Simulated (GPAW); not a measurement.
# CuI (Marshite) (F-43m) in GPAW: convergence with bands over the usual count

Aim: find how far bands over the usual count must go before the results for CuI (Marshite) settle, at PBE. This setting moves, with any that are tied to it; all else stays.

Everything below comes from runs of GPAW 26.7.0. Logs are shortened: lines on timing, memory, paths and dates and some standing lists are left out, and cuts for length are marked. The log counts tension as positive stress, the text compression.

## Step 1: The crystal as given

The structure is cubic, space group F-43m (No. 216). The conventional cell has a = 6.063 Å, b = 6.063 Å, c = 6.063 Å, α = 90.00°, β = 90.00°, γ = 90.00°. I (site symmetry -43m) has 4 Cu at 2.63 Å as nearest neighbours. Cu (site symmetry -43m) has 4 I at 2.63 Å as nearest neighbours.

## Step 2: With bands over the usual count 0.72

The input, run.py:

```python
from ase import Atoms
from ase.dft.bandgap import bandgap
from ase.io import write
from ase.units import GPa
from gpaw import GPAW, PW

atoms = Atoms(['I', 'Cu'],
              cell=[[0.0, 3.0315, 3.0315],
                    [3.0315, 0.0, 3.0315],
                    [3.0315, 3.0315, 0.0]],
              scaled_positions=[[0.0, 0.0, 0.0],
                                [0.75, 0.75, 0.75]],
              pbc=True)

calc = GPAW(mode=PW(600),
            xc='PBE',
            kpts={'size': (8, 8, 8), 'gamma': True},
            occupations={'name': 'fermi-dirac', 'width': 0.05},
            nbands=14,
            convergence={'density': 1e-05, 'energy': 1e-05},
            maxiter=100,
            txt='gpaw.txt')
atoms.calc = calc
energy = atoms.get_potential_energy()
forces = atoms.get_forces()
stress = atoms.get_stress()
calc.write('gs.gpw')
write('result.traj', atoms)
print(f'Energy: {energy:.6f} eV')
print('Forces (eV/A):')
print(forces.round(4))
print('Stress (GPa):', (stress / GPa).round(3))
print('Fermi level:', round(calc.get_fermi_level(), 4), 'eV')
print(f'Gap: {bandgap(calc)[0]:.4f} eV, direct: {bandgap(calc, direct=True)[0]:.4f} eV')
```

Potentials or basis: GPAW PAW data sets (gpaw-data 1.2.1), pw.

Run with:

```sh
OMP_NUM_THREADS=1 python run.py
```

gpaw.txt:

```text
__  _  _
 | _ |_)|_||  |
 |__||  | ||/\| - 26.7.0

Input parameters:
  mode=PW(ecut=600.0),
  convergence={'density': 1e-05, 'energy': 1e-05},
  kpts=MonkhorstPack(size=(8, 8, 8), gamma=True),
  maxiter=100,
  nbands=14,
  occupations=Occupations(name='fermi-dirac', width=0.05),
  xc=XC(name='PBE')

Diagonalizing LCAO Hamiltonian
Converting LCAO to pw mode

                     Cu

       I

Atoms  # Å, Bohr magnetons
|   | symbol |        x |        y |        z |    initial magnetic moments |
|---|--------|----------|----------|----------|-----------------------------|
| 0 |      I | 0.000000 | 0.000000 | 0.000000 | ( 0.0000,  0.0000,  0.0000) |
| 1 |     Cu | 4.547250 | 4.547250 | 4.547250 | ( 0.0000,  0.0000,  0.0000) |

Unit cell  # Å
| periodic |        x |        y |        z |  lengths |    angles |
|----------|----------|----------|----------|----------|-----------|
|      yes | 0.000000 | 3.031500 | 3.031500 | 4.287188 | 60.000000 |
|      yes | 3.031500 | 0.000000 | 3.031500 | 4.287188 | 60.000000 |
|      yes | 3.031500 | 3.031500 | 0.000000 | 4.287188 | 60.000000 |

Number of symmetries: 24
Symmetry operations  # r_c * U_cc + t_c -> r_c
|    | kind |            matrix            |
|----|------|------------------------------|
|  0 |  E   |  1, 0, 0,  0, 1, 0,  0, 0, 1 |
|  1 |  σ   |  1, 0, 0,  0, 0, 1,  0, 1, 0 |
|  2 |  σ   |  1, 0,-1,  0, 1,-1,  0, 0,-1 |
|  3 |  C3  |  1, 0,-1,  0, 0,-1,  0, 1,-1 |
|  4 |  C3  |  1,-1, 0,  0,-1, 1,  0,-1, 0 |
|  5 |  σ   |  1,-1, 0,  0,-1, 0,  0,-1, 1 |
|  6 |  σ   |  0, 1, 0,  1, 0, 0,  0, 0, 1 |
|  7 |  C3  |  0, 1, 0,  0, 0, 1,  1, 0, 0 |
|  8 |  C2  |  0, 1,-1,  1, 0,-1,  0, 0,-1 |
|  9 |  S4  |  0, 1,-1,  0, 0,-1,  1, 0,-1 |
| 10 |  C3  |  0, 0, 1,  1, 0, 0,  0, 1, 0 |
| 11 |  σ   |  0, 0, 1,  0, 1, 0,  1, 0, 0 |
| 12 |  S4  |  0, 0,-1,  1, 0,-1,  0, 1,-1 |
| 13 |  C3  |  0, 0,-1,  0, 1,-1,  1, 0,-1 |
| 14 |  S4  |  0,-1, 1,  1,-1, 0,  0,-1, 0 |
| 15 |  C2  |  0,-1, 1,  0,-1, 0,  1,-1, 0 |
| 16 |  C3  |  0,-1, 0,  1,-1, 0,  0,-1, 1 |
| 17 |  S4  |  0,-1, 0,  0,-1, 1,  1,-1, 0 |
| 18 |  S4  | -1, 1, 0, -1, 0, 1, -1, 0, 0 |
| 19 |  C3  | -1, 1, 0, -1, 0, 0, -1, 0, 1 |
| 20 |  C3  | -1, 0, 1, -1, 1, 0, -1, 0, 0 |
| 21 |  S4  | -1, 0, 1, -1, 0, 0, -1, 1, 0 |
| 22 |  σ   | -1, 0, 0, -1, 1, 0, -1, 0, 1 |
| 23 |  C2  | -1, 0, 0, -1, 0, 1, -1, 1, 0 |

BZ-sampling:
  Number of BZ points: 512
  Number of IBZ points: 29

  Monkhorst-Pack size: [8, 8, 8]
  Monkhorst-Pack shift: [0.0625, 0.0625, 0.0625]

K-points  # in reciprocal-cell coordinates
|     |                                coordinates |     weight |
|-----|--------------------------------------------|------------|
|   0 | (  0.00000000,   0.00000000,   0.00000000) | 0.00195312 |
|   1 | (  0.12500000,   0.12500000,   0.00000000) | 0.01171875 |
|   2 | (  0.12500000,   0.12500000,   0.12500000) | 0.01562500 |
|   3 | (  0.25000000,   0.12500000,   0.12500000) | 0.02343750 |
|   4 | (  0.25000000,   0.25000000,   0.00000000) | 0.01171875 |
|   5 | (  0.25000000,   0.25000000,   0.12500000) | 0.04687500 |
|   6 | (  0.25000000,   0.25000000,   0.25000000) | 0.01562500 |
|   7 | (  0.37500000,   0.25000000,  -0.37500000) | 0.04687500 |
|   8 | (  0.37500000,   0.25000000,   0.12500000) | 0.04687500 |
|   9 | (  0.37500000,   0.25000000,   0.25000000) | 0.04687500 |
| ... |                                            |            |
|  28 | (  0.50000000,   0.50000000,   0.50000000) | 0.00781250 |

Plane wave coefficients: 1880
Cutoff: 600.0 eV

Spin-components: 1 (collinear spins)
Bands:           14
Projectors:      11
Spin-degeneracy: 2
Datatype:        complex128

Parallelization:
  kpt:    1
  domain: 1
  band:   1

Density:
  Valence electrons: 18.0
  Components: 1
  Grid points: [25 25 25]
  Charge: 0.0  # |e|

Potential:
  Grid points: [25 25 25]

species:
  I:
    name:    Iodine
    Z:       53.0
    valence: 7
    core:    46
    charge:  0.0  # [|e|]
    compensation charges:
      type: gauss
      rc: 0.37  # [Å]
      lmax: 2
    cutoffs:
      filter: 2.06  # [Å]
      core: 2.90  # [Å]
    projectors
    | kind |    occ | energy [eV] | rcut [Å] |
    |------|--------|-------------|----------|
    |   5s |  2.000 |     -17.382 |    1.164 |
    |   5p |  5.000 |      -7.088 |    1.164 |
    |    s |        |       9.829 |    1.164 |
    |    p |        |      20.123 |    1.164 |
    |    d |        |       0.000 |    1.164 |

    Using partial waves for I as LCAO basis

  Cu:
    name:    Copper
    Z:       29.0
    valence: 11
    core:    18
    charge:  0.0  # [|e|]
    compensation charges:
      type: gauss
      rc: 0.33  # [Å]
      lmax: 2
    cutoffs:
      filter: 2.06  # [Å]
      core: 2.43  # [Å]
    projectors
    | kind |    occ | energy [eV] | rcut [Å] |
    |------|--------|-------------|----------|
    |   4s |  1.000 |      -4.609 |    1.164 |
    |   4p |  0.000 |      -0.698 |    1.164 |
    |   3d | 10.000 |      -5.039 |    1.058 |
    |    s |        |      22.603 |    1.164 |
    |    p |        |      26.513 |    1.164 |
    |    d |        |      22.172 |    1.058 |

    Using partial waves for Cu as LCAO basis

Reference energy: -238562.247507  # eV

eigensolver:
  PPCG
  Converge bands: occupied
  niter=2

density mixing:
  MSR1-Mixer
  Pratt-step length: 0.05
  Maximum mixing coefficient: 0.75
  Old densities: 10
  SVD Regularization: 0.005
  Good broyden scale: 1.0
  Trust region scale: 1.0
  Backstep threshold: 4.0
  History deletion threshold: 6.0
  Fourier metric: weight=20.0, sigma=0.015

occupation numbers:
  Fermi-Dirac:
    width: 0.0500  # eV

poisson solver:
  ecut: 4800.0  # eV

xc functional:
  name: PBE with 2 nearest neighbor stencil

convergence criteria:
- Maximum integral of absolute [dens]ity change: 1e-05 electrons / valence electron
- Maximum [total energy] change in last 3 cyles: 1e-05 eV / valence electron
- Maximum integral of absolute [eigenst]ate change: 4e-08 eV^2 / valence electron
maximum number of iterations: 100

SCF iterations
|iter     | |      energy | eigst |  dens |
|---------|-|-------------|-------|-------|
|iter:   1| |   -5.659478 | +0.23 |       |
|iter:   2| |   -5.568231 | -2.03 | -1.30 |
|iter:   3| |   -5.455548 | -1.54 | -1.38 |
|iter:   4| |   -5.453479 | -3.79 | -1.72 |
|iter:   5| |   -5.452027 | -3.51 | -1.89 |
|iter:   6| |   -5.452056 | -5.07 | -3.03 |
|iter:   7| |   -5.452074c| -5.88 | -3.33 |
|iter:   8| |   -5.452074c| -7.20 | -4.16 |
|iter:   9| |   -5.452074c| -7.48c| -4.66 |
|iter:  10| |   -5.452074c| -8.00c| -5.48c|

Converged in 10 steps
Energy contributions relative to reference atoms: (reference = -238562.247507)

Energy contributions:
  Kinetic:           1.672484
  Coulomb:          -2.292843
  Zero:             -0.004335
  External:          0.000000
  Xc:               -4.827380
  Entropy:          -0.000000
  Spinorbit:         0.000000
  ----------------------------
  Free energy:      -5.452074
  Extrapolated:     -5.452074

dipole moment: (-27.539671, -27.539671, -27.539671)  # |e|*Ang

Fermi level: 5.083
Eigenvalues  # (at kpt = [0.000, 0.000, 0.000])
| band index |      eig [eV] | occ [0-2] |
|------------|---------------|-----------|
|          0 |        -9.553 |     2.000 |
|          1 |         0.822 |     2.000 |
|          2 |         0.822 |     2.000 |
|          3 |         0.822 |     2.000 |
|          4 |         2.632 |     2.000 |
|          5 |         2.632 |     2.000 |
|          6 |         4.473 |     2.000 |
|          7 |         4.473 |     2.000 |
|          8 |         4.473 |     2.000 |
|          9 |         5.611 |     0.000 |
|         10 |         9.358 |     0.000 |
|         11 |         9.358 |     0.000 |
|         12 |         9.358 |     0.000 |
|         13 |        12.852 |     0.000 |

Gap: 1.138 eV
Transition (v -> c):
  (s=0, k=0, n=8, [0.00, 0.00, 0.00]) -> (s=0, k=0, n=9, [0.00, 0.00, 0.00])
No difference between direct/indirect transitions

Forces  # eV/Ang
|       x |        y |        z |
|---------|----------|----------|
| 0.00000 | -0.00000 | -0.00000 |  # I    0
| 0.00000 |  0.00000 |  0.00000 |  # Cu   1

Stress tensor  # eV/Ang^3
|         x |         y |         z |
|-----------|-----------|-----------|
| -0.005580 |  0.000000 | -0.000000 |
|  0.000000 | -0.005580 |  0.000000 |
| -0.000000 |  0.000000 | -0.005580 |

# Writing to gs.gpw (mode='')
```

stdout:

```text
Energy: -5.452074 eV
Forces (eV/A):
[[ 0. -0. -0.]
 [ 0.  0.  0.]]
Stress (GPa): [-0.894 -0.894 -0.894  0.    -0.     0.   ]
Fermi level: 5.0825 eV
Gap: 1.1382 eV, direct: 1.1382 eV
```

Run time: 14 s. Hardware: 1 thread of Intel Xeon Platinum 8375C at 2.90GHz (Ice Lake), shared host; peak memory 0.17 GiB.

Results:

| Quantity | Value |
| --- | --- |
| Free energy | -5.4521 eV |
| Pressure | 0.9 GPa |
| Band gap on the k mesh | 1.14 eV, direct |

## Step 3: With bands over the usual count 0.8

run.py, as its differences from that of step 2:

```diff
@@ -18,3 +18,3 @@
             occupations={'name': 'fermi-dirac', 'width': 0.05},
-            nbands=14,
+            nbands=15,
             convergence={'density': 1e-05, 'energy': 1e-05},
```

Potentials or basis: GPAW PAW data sets (gpaw-data 1.2.1), pw.

Run with:

```sh
OMP_NUM_THREADS=1 python run.py
```

It took 16 s on 1 thread of Intel Xeon Platinum 8375C at 2.90GHz (Ice Lake), shared host; peak memory 0.17 GiB.

Results (log left out):

```
Free energy            : -5.4521 eV
Pressure               : 0.9 GPa
Band gap on the k mesh : 1.14 eV, direct
```

## Step 4: With bands over the usual count 0.9

run.py, as its differences from that of step 3:

```diff
@@ -18,3 +18,3 @@
             occupations={'name': 'fermi-dirac', 'width': 0.05},
-            nbands=15,
+            nbands=17,
             convergence={'density': 1e-05, 'energy': 1e-05},
```

Run with:

```sh
OMP_NUM_THREADS=1 python run.py
```

It took 12 s on 1 thread of Intel Xeon Platinum 8375C at 2.90GHz (Ice Lake), shared host; peak memory 0.17 GiB.

It converged, with:

```
Free energy            : -5.4521 eV
Pressure               : 0.9 GPa
Band gap on the k mesh : 1.14 eV, direct
```

## Step 5: With bands over the usual count 1

run.py, as its differences from that of step 4:

```diff
@@ -18,3 +18,3 @@
             occupations={'name': 'fermi-dirac', 'width': 0.05},
-            nbands=17,
+            nbands=19,
             convergence={'density': 1e-05, 'energy': 1e-05},
```

Run with:

```sh
OMP_NUM_THREADS=1 python run.py
```

Run time: 13 s. Hardware: 1 thread of Intel Xeon Platinum 8375C at 2.90GHz (Ice Lake), shared host; peak memory 0.17 GiB.

Results (log left out):

```yaml
Free_energy: -5.4521 eV
Pressure: 0.9 GPa
Band_gap_on_the_k_mesh: 1.14 eV, direct
```

## Step 6: With bands over the usual count 1.3

run.py, as its differences from that of step 5:

```diff
@@ -18,3 +18,3 @@
             occupations={'name': 'fermi-dirac', 'width': 0.05},
-            nbands=19,
+            nbands=25,
             convergence={'density': 1e-05, 'energy': 1e-05},
```

Potentials or basis: GPAW PAW data sets (gpaw-data 1.2.1), pw.

Run with:

```sh
OMP_NUM_THREADS=1 python run.py
```

It took 23 s on 1 thread of Intel Xeon Platinum 8375C at 2.90GHz (Ice Lake), shared host; peak memory 0.18 GiB.

It converged, with:

- Free energy: -5.4521 eV
- Pressure: 0.9 GPa
- Band gap on the k mesh: 1.14 eV, direct

## Step 7: With bands over the usual count 1.7

run.py, as its differences from that of step 6:

```diff
@@ -18,3 +18,3 @@
             occupations={'name': 'fermi-dirac', 'width': 0.05},
-            nbands=25,
+            nbands=32,
             convergence={'density': 1e-05, 'energy': 1e-05},
```

Run with:

```sh
OMP_NUM_THREADS=1 python run.py
```

Wall time 23 s (1 thread of Intel Xeon Platinum 8375C at 2.90GHz (Ice Lake), shared host); peak memory 0.18 GiB.

The run converged. Its results:

| Quantity | Value |
| --- | --- |
| Free energy | -5.4521 eV |
| Pressure | 0.9 GPa |
| Band gap on the k mesh | 1.14 eV, direct |

## Step 8: With bands over the usual count 2.5

run.py, as its differences from that of step 7:

```diff
@@ -18,3 +18,3 @@
             occupations={'name': 'fermi-dirac', 'width': 0.05},
-            nbands=32,
+            nbands=47,
             convergence={'density': 1e-05, 'energy': 1e-05},
```

Run with:

```sh
OMP_NUM_THREADS=1 python run.py
```

Wall time 29 s (1 thread of Intel Xeon Platinum 8375C at 2.90GHz (Ice Lake), shared host); peak memory 0.2 GiB.

It converged, with:

```yaml
Free_energy: -5.4521 eV
Pressure: 0.9 GPa
Band_gap_on_the_k_mesh: 1.14 eV, direct
```

## Step 9: Result

```csv
bands over the usual count,"energy less the tightest run, at zero smearing (meV/atom)",SCF cycles,CPU time (s),peak memory (GiB)
0.72,0.00,10,14,0.17
0.8,0.00,10,16,0.17
0.9,0.00,10,12,0.17
1,0.00,10,13,0.17
1.3,0.00,10,23,0.18
1.7,0.00,10,23,0.18
2.5,0.00,10,29,0.2
```

Against the tightest run, the energy stays within 1 meV/atom from 0.72 on. The tightest run that finished is the yardstick and may itself not be fully converged.

Caveats: with this Cu data set, volumes or pressures lay over 1.5 % or 2 GPa off other programs in two to four cells of ten; spin-orbit coupling is left out, which moves the levels of the heavy elements.
